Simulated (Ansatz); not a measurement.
Crystal: ZrC.

```
Zr C
1.0
     0.00000    2.54552    2.54552
     2.54552    0.00000    2.54552
     2.54552    2.54552    0.00000
Zr C
1 1
Direct
  0.50000 0.50000 0.50000
  0.75000 0.75000 0.75000
```

The cell was built by a generator and needn't be a form met in nature.

A run of Ansatz 0.2.0 on this cell left the log below. Logs are shortened: lines on timing, memory, paths and dates and some standing lists are left out, and cuts for length are marked.

```text
Warning: output.stress: scf.convergence.dr2_threshold = 1e-7 eV (the SCF's general default) is looser than the 2e-10 eV advised for a printed stress (1e-10 eV for each atom of the cell: 2). What an SCF threshold leaves in a stress goes as its square root, and in the free energy as the threshold itself, and one threshold admits the most on a small cell: of the crystals measured, under no hybrid functional and no lock of the moments, on runs that ended without the residual-converged pass, on stresses that held no estimate of that error, the worst erred by over 100 MPa in a component at 1e-7 eV an atom and by under 5 at 1e-10. Set scf.convergence.dr2_threshold to 2e-10 eV or tighter. The threshold is an SCF's pass mark: one that does not reach it within its budget of iterations ends unconverged, or closes short of it on a stop that the run arms, and scf.convergence.dr2_threshold's page says what that costs each kind of run
Warning: output.stress: scf.exx.energy_threshold = 1e-6 eV is looser than the 2e-8 eV advised for a stress under a hybrid functional (1e-8 eV for each atom of the cell: 2). Every SCF of the exchange loop can meet its threshold on dr2 while the loop round them stops early: no threshold on dr2 bounds what that leaves in the stress. Set scf.exx.energy_threshold to 2e-8 eV or tighter. The threshold is the loop's pass mark: a loop that does not reach it within its budget of cycles ends unconverged, and scf.exx.energy_threshold's page has the law
Warning: RAYON_NUM_THREADS=2 ignored (pool sized by the plan → 2); use --threads N
Engine: ansatz 0.2.0, aarch64-unknown-linux-gnu
Pseudopotentials: kind: paw
Pseudopotential: Zr, paw, valence charge 12, recommended cutoff 500 eV (meta_gga), Zr.paw.azcp
Pseudopotential: C, paw, valence charge 4, recommended cutoff 500 eV (meta_gga), C.paw.azcp
Functional definition: unnamed
  parameter a_1 = 0.25
  exchange = (1 - a_1)*r2scan_x + a_1*exact_x
  correlation = r2scan_c
Crystal: 2 atoms, lattice volume = 32.988 Å³
Basis set: ecut = 500 eV, 869 PW (Γ), exchange–correlation on 108×108×108 points (64 copies of the dense FFT grid, shifted against one another)
Bands: 12, of which v1, the nominal top of the filled ones, is band 8 counted from 1 (7 counted from 0)
Symmetry: 24 space group operations
Space group: F-43m (ITA 216), of the structure as read, at distance tolerance 3.2e-5 Å
k-points: 10 of 125 (time reversal used)
Non-local potential: Zr, projectors of the file, l = 0: 3, l = 1: 2, l = 2: 2, l = 3: 2
Non-local potential: C, projectors of the file, l = 0: 2, l = 1: 2, l = 2: 1
PAW form: soft (Blöchl's): semilocal exchange-correlation on the pseudo side does not see the compensation charge
PAW frozen core: Zr, regenerated for the run's functional, and the local potential with it (the file was generated under x = pbe(κ = 0.804, μ = 0.2195149727645171), c = pbe(β = 0.06672455060314922))
PAW frozen core: C, regenerated for the run's functional, and the local potential with it (the file was generated under x = pbe(κ = 0.804, μ = 0.2195149727645171), c = pbe(β = 0.06672455060314922))
PAW one-centre angular grid: Zr, 590 points (default); XC on 160 Gauss nodes
PAW one-centre angular grid: C, 302 points (default); XC on 239 of its mesh's 2573 points in the sphere
Initial density: superposition of atomic densities (neutral atoms: chi_scale 0, normalization atom), corrected by the library's trained network
Initial wavefunctions: pseudopotential atomic-orbital guess
Functional: x = r2scan, c = r2scan; τ floored in thin density (d = 2e-4 eV/Å³), warm-up for x = 0.75 r2scan + 0.25 exact, c = r2scan; τ floored in thin density (d = 2e-4 eV/Å³)
SCF iter   1: F=—  HF=-4447.484992 eV  |F-HF|=—  |Δ(HF+E_count)|=         —  Δρ=1.86e-2  dr2=1.93e-1  dr2_τ=1.69e-1  ethr=1.77e-3  ⟨swp⟩=5.5  Hψ=496  notcnv=0
[... 35 lines left out ...]
E sigma→0 (E₀):  -4446.670218 eV
Fermi energy:    10.741861 eV
--- Per-component energies (eV) ---
  E_band       = -150.424057
  E_kinetic    = 420.236504
  E_local      = -801.840995  (includes V_loc(G=0)·N_el)
  E_nonlocal   = 103.230082
  E_hartree    = 251.567889
  E_xc         = -157.694319
  E_vxc        = -210.293489  (∫ρ·V_xc dr)
  E_exx        = -46.689757  (= α·E_x^exact, valence–valence)
  E_paw        = -3068.652293  (= ΣΔE_a)
  E_vpaw       = -81.693504  (= ΣTr[D̂ρ^β])
  E_aug_tail   = 0.000012  (compensation charges beyond the density's cutoff)
  E_vtau       = 10.180787  (kinetic-family band-sum trace: ∫τ·v_τ [+ j·A + Jᵃ·Aᵃ] dr)
  E_ewald      = -1146.311082
  E_core_change = -0.516260  (= ΣΔE_core)
  E_smearing   = -0.000000  (= −TS)
  E_closure    = 0.000000  (closes the sum)
  Σ components = -4446.670218   (vs F -4446.670218, Δ=0.00e0)
--- Forces (eV/Å), atoms counted from 1 ---
  atom   1  Zr     0.00000000    -0.00000000    -0.00000000
  atom   2  C     -0.00000000     0.00000000     0.00000000
  max |Σ_I F_I| component: 1.11e-16 eV/Å
--- Stress (GPa, compression-positive) ---
       -1.242357       0.000000      -0.000000
        0.000000      -1.242357       0.000000
       -0.000000       0.000000      -1.242357
  P = ⅓ Tr σ = -1.2424 GPa (-12.424 kbar)
--- Band table (eV; the first three rows and the last of 10) ---
  k-point 0: bands = ["-42.5157", "-18.5226", "-18.5226", "-18.5226", "-1.6263", "7.2644", "7.2644", "7.2644", "15.0244", "15.0244", "15.0448", "20.6815"]
  k-point 1: bands = ["-42.4999", "-18.7093", "-18.5492", "-18.5492", "-1.0981", "6.8287", "7.5917", "7.5917", "14.6956", "14.6956", "16.4834", "19.9716"]
  k-point 2: bands = ["-42.4741", "-18.9997", "-18.5918", "-18.5918", "-0.3490", "7.0512", "7.9735", "7.9735", "15.3212", "15.3212", "16.0005", "19.1160"]
  k-point 9: bands = ["-42.4584", "-18.9452", "-18.7836", "-18.6821", "0.1480", "6.8536", "8.2732", "9.5295", "12.4838", "14.8550", "16.6138", "18.1819"]
```

What input gives this log?

Single point with r2SCAN0, no spin polarisation. The files as run (others can give the same):

input.yaml
```yaml
crystal:
  lattice:
    - [0.0, 2.54552, 2.54552]
    - [2.54552, 0.0, 2.54552]
    - [2.54552, 2.54552, 0.0]
  atoms:
    - { symbol: Zr, position: [0.5, 0.5, 0.5] }
    - { symbol: C, position: [0.75, 0.75, 0.75] }
hamiltonian:
  xc: { exchange: r2scan, correlation: r2scan, exx: { coeff: 0.25 } }
  pseudopotentials: { kind: paw }
kpoints:
  mp_grid: { grid: [5, 5, 5] }
scf:
  occupations: { method: fermi_dirac, width: 0.05 }
output:
  forces: true
  stress: true
  eigenvalues: true
```

Potentials or basis: Ansatz PAW.
Command:
```sh
$ ansatz run input.yaml --threads 2 --pin off --max-ram 5632MiB --backend cpu --events-out ev --progress --plain --runs-dir out
```

Caveat: the k mesh is coarse (spacing up to 0.43 Å⁻¹), so the values aren't converged, least of all with exact exchange; odd divisions of the mesh miss points on the zone boundary, where band edges often lie, so the gap on the mesh can be too wide; the PAW data sets come from PBE, with cores solved anew for the run's functional, which leaves a small shift of forces and pressure; the thresholds are loose for stress.
